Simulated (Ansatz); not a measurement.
**Polymorphs of HfH₅**

Method: Ansatz 0.2.0, DFT PBE, scalar-relativistic, plane waves, PAW. All cells share a 420 eV cutoff and Γ-centred k meshes spaced at most about 0.3 Å⁻¹ (about 0.25 or finer for metals, 2π included). No spin polarisation.

Energies over the elements count from the elements' standard structures at the same level (H₂ as a molecule), with no fitted energy shifts.

All energies are static (0 K, no zero-point motion). Only the structures computed here compete, so a lower one can exist. Weakly bound directions are ill-defined at this level, which has no dispersion term (P-6m2), and this can change margins and order among such cells. These runs have no spin–orbit coupling, which can matter for Hf. With hydrogen, zero-point motion can shift formation energies by some tens of meV/atom.

Invented guesses were relaxed alike, and ends that match in structure were merged. ΔE counts from the first row. Coordination counts H atoms around Hf (those within 1.25 times the shortest such distance or 1.15 times the sum of covalent radii, 1.27 where that leaves under three; a plus sign parts nearer from farther groups). The ends were matched against large subsets of the Crystallography Open Database and the Materials Project, so a missing match doesn't prove that a structure is unreported.

```
#                                        reached from     type and space group  atoms  Å³/atom  coordination  ΔE (meV/atom)  gap on mesh (eV)  in databases
1  a relaxed cell, shaken at random and relaxed again            Cmmm (No. 65)      6      6.2         Hf 14              0              0.00      no match
2                                  Mg5Cu type (P-62m)          P-62m (No. 189)      6      6.3         Hf 12             12              0.00      no match
3                                         random cell            P4mm (No. 99)      6      8.7        Hf 4+5             31              0.00      no match
4                                         random cell         P4/mmm (No. 123)      6      8.1         Hf 10            101              0.00      no match
5                                  ErCu5 type (F-43m)          F-43m (No. 216)      6      5.6         Hf 16            175              0.00      no match
6                                 CeFe5 type (P6/mmm)  CaCu5, P6/mmm (No. 191)      6      5.6       Hf 6+12            235              0.00      no match
7                                         random cell          P-6m2 (No. 187)      6     32.0          Hf 3            517              0.00      no match
8                                         random cell         P6/mmm (No. 191)      6      6.4      Hf 12+12            665              0.00      no match
```

The lowest: Space group Cmmm (No. 65), orthorhombic, a = 3.289 Å, b = 6.853 Å, c = 3.279 Å. Hf is surrounded by 10 H at 1.97–2.15 Å and 4 H at 2.32 Å; around H on a site of symmetry m2m lie 4 H at 1.86–1.96 Å, 2 H at 2.08 Å, 3 Hf at 2.08–2.15 Å and 4 H at 2.33 Å; H on a second site of symmetry m2m is surrounded by 7 H at 1.96–2.17 Å, 2 Hf at 1.97 Å and 5 H at 2.33–2.34 Å; H on a site of symmetry mmm is surrounded by 8 H at 1.97–2.08 Å, 4 Hf at 2.32 Å and 2 H at 2.34 Å. Its energy over the elements is +0.03 eV/atom. It can't be a ground state, since the elements alone are lower. An observed structure of this formula, if there is one, may be missing.

```
Hf H
1.0
     1.64438   -3.42673    0.00000
     1.64438    3.42673    0.00000
     0.00000    0.00000    3.27853
Hf H
1 5
Direct
  0.50000 0.50000 0.00000
  0.18604 0.81396 0.00000
  0.34164 0.65836 0.50000
  0.65836 0.34164 0.50000
  0.00000 0.00000 0.50000
  0.81396 0.18604 0.00000
```

The second: Space group P-62m (No. 189), hexagonal, a = 3.674 Å, c = 3.254 Å. Hf is surrounded by 6 H at 1.99 Å and 6 H at 2.12 Å; around H on a site of symmetry -6 lie 9 H at 2.06–2.12 Å and 3 Hf at 2.12 Å; H on a site of symmetry m2m is surrounded by 6 H at 1.97–2.06 Å, 2 Hf at 1.99 Å and 4 H at 2.20 Å. Counting H atoms around Hf, the first has Hf 14 and the second has Hf 12. Shaken at random and relaxed again, row 2 falls into row 1, 12 meV/atom lower, so it is a saddle point or a shallow minimum. Cells without such a test can be saddle points. Some candidate types were left out of the draw beforehand, so a known form may be missing.
